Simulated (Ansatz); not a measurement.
## ZnO (zincite, P6_3mc): zone-centre modes under pressure

Wanted: Grüneisen parameters and pressure coefficients of the modes of ZnO (zincite, P6_3mc).

Calculated with Ansatz 0.2.0; DFT PBE, scalar-relativistic, plane waves, PAW; PAW set soft_1.

Most raw output is cut from this account.

### Step 1. The starting structure

The structure is hexagonal, space group P6_3mc (No. 186). The conventional cell has a = 3.249 Å, b = 3.249 Å, c = 5.206 Å, α = 90.00°, β = 90.00°, γ = 120.00°. Nearest to O lie 4 Zn at 1.97 to 1.98 Å. Nearest to Zn lie 4 O at 1.97 to 1.98 Å. Farther neighbours and most contacts between anions are not listed.

### Step 2. Relaxation

The cell and atoms are relaxed, since residual forces and stress would shift the frequencies.

The input, input.yaml:

```yaml
crystal:
  lattice:
    - [3.249308, 0.0, 0.0]
    - [-1.624654, 2.8139832727, 0.0]
    - [0.0, 0.0, 5.205709]
  atoms:
    - { symbol: O, position: [0.66666667, 0.33333333, 0.37901] }
    - { symbol: O, position: [0.33333333, 0.66666667, 0.87901] }
    - { symbol: Zn, position: [0.33333333, 0.66666667, 0.5] }
    - { symbol: Zn, position: [0.66666667, 0.33333333, 0.0] }
kpoints:
  mp_grid: { grid: [9, 9, 6] }
hamiltonian:
  xc: pbe
  pseudopotentials: { kind: paw, azcp: { folder: soft_1 } }
scf:
  occupations: { method: gaussian, width: 0.02 }
output:
  forces: true
  stress: true
  eigenvalues: true
relax:
  adjacent_minimum: "off"
  f_tol: 0.005
  max_steps: 80
  cell: { stress_tol: 0.05 }
```

On the command line:

```bash
> ansatz run input.yaml --threads 4 --pin off --max-ram 16384MiB --backend cpu --events-out ev --progress --plain --runs-dir out
```

Wall time 11 s (4 threads of Arm Neoverse V2, shared host); peak memory 0.37 GiB.

Relaxation path:

| step | energy less that of the first step (eV) | largest force component (eV/Å) | pressure (GPa) | volume (Å³) |
| --- | --- | --- | --- | --- |
| 1 | 0.0000 | 0.0703 | 4.99 | 47.60 |
| 2 | -0.0177 | 0.0441 | 2.31 | 48.46 |
| 3 | -0.0215 | 0.0226 | 0.13 | 49.22 |
| 4 | -0.0216 | 0.0149 | 0.13 | 49.22 |
| 5 | -0.0215 | 0.0003 | 0.00 | 49.27 |
| 6* | -0.0272 | 0.0006 | 0.15 | 49.27 |
| 7 | -0.0270 | 0.0004 | 0.00 | 49.32 |
| 8* | -0.0272 | 0.0004 | 0.00 | 49.32 |

Relaxation steps marked * repeat the geometry before them on a plane-wave basis chosen anew for their cell, so energy and pressure can jump there.

The run keeps the 12 symmetry operations that it works with, so distortions that break them were not tested.

| conventional cell, symmetrised | before | after | change |
| --- | --- | --- | --- |
| a (Å) | 3.249 | 3.280 | +0.9 % |
| b (Å) | 3.249 | 3.280 | +0.9 % |
| c (Å) | 5.206 | 5.294 | +1.7 % |
| volume (Å³/atom) | 11.90 | 12.33 | +3.6 % |

Final coordinates:

```xyz
4
Lattice="3.2800 0.0000 0.0000 -1.6400 2.8405 0.0000 0.0000 0.0000 5.2941" Properties=species:S:1:pos:R:3 pbc="T T T"
O     1.6400    0.9468    2.0067
O     0.0000    1.8937    4.6537
Zn    0.0000    1.8937    2.6469
Zn    1.6400    0.9468   -0.0002
```

Numbers from this step:

| Item | Value |
| --- | --- |
| pressure | 0.002195 GPa |
| gap on the k-mesh | 0.7405 eV |
| volume per atom | 12.33 Å³ |

In this step the volume went from 11.90 to 12.33 Å³/atom.

### Step 3. Tight relaxation

A first tight relaxation and response on 9×9×6 k points, not shown, drew a warning on the mesh, so the tight relaxation is repeated on 15×15×10 points.

The input, input.yaml:

```yaml
crystal:
  lattice:
    - [3.2799520221, 0.0, 0.0]
    - [-1.6399760111, 2.8405217744, 0.0]
    - [0.0, 0.0, 5.2940517524]
  atoms:
    - { symbol: O, position: [0.6666666667, 0.3333333333, 0.3790387014] }
    - { symbol: O, position: [0.3333333333, 0.6666666667, 0.8790387014] }
    - { symbol: Zn, position: [0.3333333333, 0.6666666667, 0.4999712986] }
    - { symbol: Zn, position: [0.6666666667, 0.3333333333, -2.87014e-05] }
kpoints:
  mp_grid: { grid: [15, 15, 10] }
hamiltonian:
  xc: pbe
  pseudopotentials: { kind: paw, azcp: { folder: soft_1 } }
scf:
  occupations: { method: fixed }
output:
  forces: true
  stress: true
  eigenvalues: true
relax:
  adjacent_minimum: "off"
  f_tol: 0.001
  max_steps: 60
  cell: { stress_tol: 0.01 }
```

Run time: 14 s. Hardware: 4 threads; peak memory 0.47 GiB.

Little changed from the start: no atom moved by 0.005 Å and no cell edge by 0.1 %.

Numbers from this step:

| Property | Result |
| --- | --- |
| pressure | 0.002292 GPa |
| gap on the k-mesh | 0.7406 eV |

The largest force component left is 0.27 meV/Å and the pressure is 0.002 GPa, within the tolerances set. The cell now holds 12.33 Å³/atom.

### Step 4. Zone-centre response at rest

The modes at rest are the reference of the series, and the response to a field gives the dielectric tensor and the Born charges.

input.yaml, the sections that differ from step 3:

```yaml
crystal:
  lattice:
    - [3.2799420475, 0.0, 0.0]
    - [-1.6399710238, 2.8405131361, 0.0]
    - [0.0, 0.0, 5.2941964153]
  atoms:
    - { symbol: O, position: [0.6666666667, 0.3333333333, 0.3790369378] }
    - { symbol: O, position: [0.3333333333, 0.6666666667, 0.8790369378] }
    - { symbol: Zn, position: [0.3333333333, 0.6666666667, 0.4999730622] }
    - { symbol: Zn, position: [0.6666666667, 0.3333333333, -2.69378e-05] }
output:
  eigenvalues: true
phonons:
  method: dfpt
  dielectric: true
  rigid_motions: translations
  raman: true
# kpoints, hamiltonian, scf: as in step 3
# relax: removed
```

Wall time 13 min (4 threads); peak memory 3.7 GiB; 51 min of CPU time.

Numbers from this step:

```
sum-rule residual before enforcement                    : 2.45e-4 eV/Å²
miss of the charge sum rule                             : 0.001368 e
estimated error of the dielectric tensor                : 0.02107
estimated error of the Born charges                     : 0.02095 e
point group                                             : 6mm
highest optical mode at the zone centre (no LO-TO term) : 508.9 cm⁻¹
lowest optical zone-centre mode                         : 90.74 cm⁻¹
mean high-frequency dielectric constant                 : 5.227
largest Born charge (third of the trace)                : -2.145 e
mean static dielectric constant                         : 10.80
top of the zone-centre spectrum with the field          : 518.1 cm⁻¹
```

Without the LO-TO term. Patterns of degenerate modes are one choice out of their space. Modes at Γ, with each element's share of the kinetic energy:

| mode | frequency (cm⁻¹) | symmetry | O % | Zn % |
| --- | --- | --- | --- | --- |
| 1 | 0.0 | acoustic | 20 | 80 |
| 2 | 0.0 | acoustic | 20 | 80 |
| 3 | 0.0 | acoustic | 20 | 80 |
| 4 | 90.7 | E2 | 14 | 86 |
| 5 | 90.7 | E2 | 14 | 86 |
| 6 | 244.8 | B1 | 1 | 99 |
| 7 | 345.2 | A1 | 80 | 20 |
| 8 | 365.5 | E1 | 80 | 20 |
| 9 | 365.5 | E1 | 80 | 20 |
| 10 | 395.5 | E2 | 86 | 14 |
| 11 | 395.5 | E2 | 86 | 14 |
| 12 | 508.9 | B1 | 99 | 1 |

Displacements in mode 5 (90.7 cm⁻¹), the largest set to 1:
```
O1  -0.32 -0.80  0.00
O2   0.32  0.80  0.00
Zn3 -0.40 -1.00  0.00
Zn4  0.40  1.00  0.00
```

Displacements in mode 8 (365.5 cm⁻¹), the largest set to 1:
```
O1  -0.36  1.00  0.00
O2  -0.36  1.00  0.00
Zn3  0.09 -0.24  0.00
Zn4  0.09 -0.24  0.00
```

Optical modes at the zone centre, without and with the macroscopic field of the longitudinal modes; each column is sorted by frequency, so a row need not hold one and the same mode. Modes with and without the field, by row:

| rank among optical modes | no field (cm⁻¹) | q along (1, 0, 0) (cm⁻¹) | q along (0, 0, 1) (cm⁻¹) |
| --- | --- | --- | --- |
| 1 | 90.7 | 90.7 | 90.7 |
| 2 | 90.7 | 90.7 | 90.7 |
| 3 | 244.8 | 244.8 | 244.8 |
| 4 | 345.2 | 345.2 | 365.5 |
| 5 | 365.5 | 365.5 | 365.5 |
| 6 | 365.5 | 395.5 | 395.5 |
| 7 | 395.5 | 395.5 | 395.5 |
| 8 | 395.5 | 508.9 | 508.9 |
| 9 | 508.9 | 518.1 | 509.5 |

Born charge (rows field, columns displacement) (e), principal values of the symmetric part by kind of site:

| atom | atoms with these values | low | middle | high | mean |
| --- | --- | --- | --- | --- | --- |
| O1 | 2 | -2.18 | -2.13 | -2.13 | -2.15 |
| Zn3 | 2 | 2.13 | 2.13 | 2.18 | 2.15 |

In full for O1:

```
-2.13  0.00  0.00
 0.00 -2.13  0.00
 0.00  0.00 -2.18
```

High-frequency dielectric tensor:

```
5.21 0.00 0.00
0.00 5.21 0.00
0.00 0.00 5.27
```

Static dielectric tensor (ions relaxed, fixed cell):

```
10.46  0.00  0.00
 0.00 10.46  0.00
 0.00  0.00 11.47
```

Transverse modes. Lines of the infrared spectrum (strongest = 100):

| position (cm⁻¹) | label | relative intensity |
| --- | --- | --- |
| 91 | E2 | 0.0 |
| 245 | B1 | 0.0 |
| 345 | A1 | 53 |
| 366 | E1 | 100 |
| 396 | E2 | 0.0 |
| 509 | B1 | 0.0 |

Activity x (w_L - w)^4 (n + 1)/w, 532 nm, 300 K; the tensors are static ones, while 532 nm light lies above the computed direct gap, where resonance would change the heights; modes without the macroscopic field alone. Lines of the Raman spectrum (strongest = 100):

| position (cm⁻¹) | label | relative intensity |
| --- | --- | --- |
| 91 | E2 | 100 |
| 245 | B1 | 0.0 |
| 345 | A1 | 60 |
| 366 | E1 | 3.4 |
| 396 | E2 | 21 |
| 509 | B1 | 0.0 |

Before it was imposed, the acoustic sum rule was missed by 2.5e-4 eV/Å² and the charge sum rule by 0.0014 e. Small misses are needed for a sound result but don't prove that mesh and cutoff are converged. The lowest optical mode is real, 90.7 cm⁻¹.

The log warns of the k mesh: “the force constants stand on the 15×15×10 k-mesh, whose period is 12.07 times the interband length at k = (0.0000, 0.0000, 0.0000), direct gap 0.741 eV, under 14: take them and everything formed from them as unconverged”. So the frequencies of this run count as unconverged too.

### Step 5. A member of the series: 1.06 times the volume at rest

The cell is set to 1.06 times the volume at rest, and shape and atoms relax at that volume.

The input, input.yaml:

```yaml
crystal:
  lattice:
    - [3.3438860783, 0.0, 0.0]
    - [-1.6719430392, 2.8958902912, 0.0]
    - [0.0, 0.0, 5.3992732761]
  atoms:
    - { symbol: O, position: [0.6666666667, 0.3333333333, 0.3790242923] }
    - { symbol: O, position: [0.3333333333, 0.6666666667, 0.8790242923] }
    - { symbol: Zn, position: [0.3333333333, 0.6666666667, 0.4999857077] }
    - { symbol: Zn, position: [0.6666666667, 0.3333333333, -1.42923e-05] }
kpoints:
  mp_grid: { grid: [15, 15, 10] }
hamiltonian:
  xc: pbe
  pseudopotentials: { kind: paw, azcp: { folder: soft_1 } }
scf:
  occupations: { method: gaussian, width: 0.02 }
output:
  forces: true
  stress: true
  eigenvalues: true
relax:
  adjacent_minimum: "off"
  f_tol: 0.001
  max_steps: 60
  cell: { stress_tol: 0.01, fix: [volume] }
```

It took 17 s on 4 threads; peak memory 0.49 GiB.

Little changed from the start: no atom moved by 0.005 Å and no cell edge by 0.1 %.

This step gave:

* pressure: -6.618 GPa
* gap on the k-mesh: 0.6531 eV
* volume per atom: 13.07 Å³

The largest force component left is 0.43 meV/Å, at a pressure of -6.62 GPa.

### Step 6. Zone-centre modes of the member: 1.06 times the volume at rest

The zone-centre modes follow for 1.06 times the volume at rest, with the response to a field.

The input, input.yaml:

```yaml
crystal:
  lattice:
    - [3.3437027079, 0.0, 0.0]
    - [-1.671851354, 2.8957314877, 0.0]
    - [0.0, 0.0, 5.3998654903]
  atoms:
    - { symbol: O, position: [0.6666666667, 0.3333333333, 0.379021422] }
    - { symbol: O, position: [0.3333333333, 0.6666666667, 0.879021422] }
    - { symbol: Zn, position: [0.3333333333, 0.6666666667, 0.499988578] }
    - { symbol: Zn, position: [0.6666666667, 0.3333333333, -1.1422e-05] }
kpoints:
  mp_grid: { grid: [15, 15, 10] }
hamiltonian:
  xc: pbe
  pseudopotentials: { kind: paw, azcp: { folder: soft_1 } }
scf:
  occupations: { method: fixed }
output:
  eigenvalues: true
phonons:
  method: dfpt
  dielectric: true
  rigid_motions: translations
```

Wall time 3.5 min (4 threads); peak memory 3.1 GiB.

This step gave:

```yaml
sum_rule_residual_before_enforcement: 1.23e-4 eV/Å²
miss_of_the_charge_sum_rule: 0.001471 e
estimated_error_of_the_dielectric_tensor: 0.01608
estimated_error_of_the_born_charges: 0.01316 e
highest_optical_mode_at_the_zone_centre_no_lo_to_term: 471.2 cm⁻¹
lowest_optical_zone_centre_mode: 95.94 cm⁻¹
mean_high_frequency_dielectric_constant: 5.479
largest_born_charge_third_of_the_trace: -2.175 e
mean_static_dielectric_constant: 12.42
top_of_the_zone_centre_spectrum_with_the_field: 478.9 cm⁻¹
```

Without the LO-TO term. Patterns of degenerate modes are one choice out of their space. Modes at Γ, with each element's share of the kinetic energy:

| mode | frequency (cm⁻¹) | symmetry | O % | Zn % |
| --- | --- | --- | --- | --- |
| 1 | 0.0 | acoustic | 20 | 80 |
| 2 | 0.0 | acoustic | 20 | 80 |
| 3 | 0.0 | acoustic | 20 | 80 |
| 4 | 95.9 | E2 | 11 | 89 |
| 5 | 95.9 | E2 | 11 | 89 |
| 6 | 230.8 | B1 | 0 | 100 |
| 7 | 303.0 | A1 | 80 | 20 |
| 8 | 323.5 | E1 | 80 | 20 |
| 9 | 323.5 | E1 | 80 | 20 |
| 10 | 350.9 | E2 | 89 | 11 |
| 11 | 350.9 | E2 | 89 | 11 |
| 12 | 471.2 | B1 | 100 | 0 |

Transverse modes. Lines of the infrared spectrum (strongest = 100):

| position (cm⁻¹) | label | relative intensity |
| --- | --- | --- |
| 96 | E2 | 0.0 |
| 231 | B1 | 0.0 |
| 303 | A1 | 53 |
| 324 | E1 | 100 |
| 351 | E2 | 0.0 |
| 471 | B1 | 0.0 |

Without the LO-TO term the lowest optical mode is real, 95.9 cm⁻¹, and the highest lies at 471.2 cm⁻¹.

The log warns of the k mesh: “the force constants stand on the 15×15×10 k-mesh, whose period is 11.28 times the interband length at k = (0.0000, 0.0000, 0.0000), direct gap 0.653 eV, under 14: take them and everything formed from them as unconverged”. So the frequencies of this run count as unconverged too.

### Step 7. A member of the series: 0.9 times the volume at rest

The cell is set to 0.9 times the volume at rest, and shape and atoms relax at that volume.

The input, input.yaml:

```yaml
crystal:
  lattice:
    - [3.1672835571, 0.0, 0.0]
    - [-1.5836417785, 2.7429480214, 0.0]
    - [0.0, 0.0, 5.1097659439]
  atoms:
    - { symbol: O, position: [0.6666666667, 0.3333333333, 0.3790555417] }
    - { symbol: O, position: [0.3333333333, 0.6666666667, 0.8790555417] }
    - { symbol: Zn, position: [0.3333333333, 0.6666666667, 0.4999544583] }
    - { symbol: Zn, position: [0.6666666667, 0.3333333333, -4.55417e-05] }
kpoints:
  mp_grid: { grid: [15, 15, 10] }
hamiltonian:
  xc: pbe
  pseudopotentials: { kind: paw, azcp: { folder: soft_1 } }
scf:
  occupations: { method: gaussian, width: 0.02 }
output:
  forces: true
  stress: true
  eigenvalues: true
relax:
  adjacent_minimum: "off"
  f_tol: 0.001
  max_steps: 60
  cell: { stress_tol: 0.01, fix: [volume] }
```

The job ended after 15 s (4 threads; peak memory 0.46 GiB).

Little changed from the start: no atom moved by 0.005 Å and no cell edge by 0.1 %.

This step gave:

```yaml
pressure: 17.19 GPa
gap_on_the_k_mesh: 0.8892 eV
volume_per_atom: 11.10 Å³
```

The largest force component left is 0.22 meV/Å, at a pressure of 17.19 GPa.

(Continued in part 2 of 2.)

[Logs are printed without paths, hosts, clocks, repeated set-up lines and the standing remarks that a program may print on its own settings, such as how far it seeks lower states.]

[Hosts, paths, dates, database ids (printed as entryN), source tags and the programs' standing remarks are cut or masked in the printed files.]
